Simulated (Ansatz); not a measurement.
# Sb: the cost of one run

Computed with Ansatz 0.2.0 (DFT PBE+D3(BJ), scalar-relativistic, plane waves, PAW, unless a step's input says otherwise).

### 1 The starting structure

It takes space group P-3m1 (No. 164, trigonal). The conventional cell has a = 4.021 Å, b = 4.021 Å, c = 21.529 Å, α = 90.00°, β = 90.00°, γ = 120.00°. Sb (site symmetry 3m) is surrounded by 3 Sb at 2.78 Å.

Structure file:

```xyz
2
Lattice="4.0214 0.0000 0.0000 -2.0107 3.4826 0.0000 0.0000 0.0000 21.5290" Properties=species:S:1:pos:R:3 pbc="T T T"
Sb    0.0000    2.3218   11.5290
Sb    2.0107    1.1609   10.0000
```

Free-standing sheet.

### 2 Relaxing the sheet and its cell in the plane

File input.yaml:

```yaml
crystal:
  lattice:
    - [4.02140237, 0.0, 0.0]
    - [-2.01070118, 3.48263661, 0.0]
    - [0.0, 0.0, 21.5290000108]
  atoms:
    - { symbol: Sb, position: [0.33333333, 0.66666667, 0.5355102422] }
    - { symbol: Sb, position: [0.66666667, 0.33333333, 0.4644897578] }
basis:
  ecutwfc: 420
  fft_grid_basis: typed
kpoints:
  mp_grid: { grid: [12, 12, 1] }
hamiltonian:
  xc: pbe
  dispersion: d3bj
scf:
  occupations: { method: gaussian, width: 0.05 }
output:
  forces: true
  eigenvalues: true
  stress: true
efield:
  axis: 3
  dipole_correction: true
  ramp_width: 0.04
relax:
  adjacent_minimum: "off"
  f_tol: 0.02
  max_steps: 60
  cell: { fix: [c, alpha, beta], stress_tol: 0.05 }
```

Launch:

```bash
$ ansatz run input.yaml --threads 1 --pin off --max-ram 2211MiB --backend cpu --events-out ev --progress --plain --runs-dir out
```

What time and memory should one allow on 1 thread of Arm Neoverse V2, shared host?

About 54 s, with a peak of 0.46 GiB.
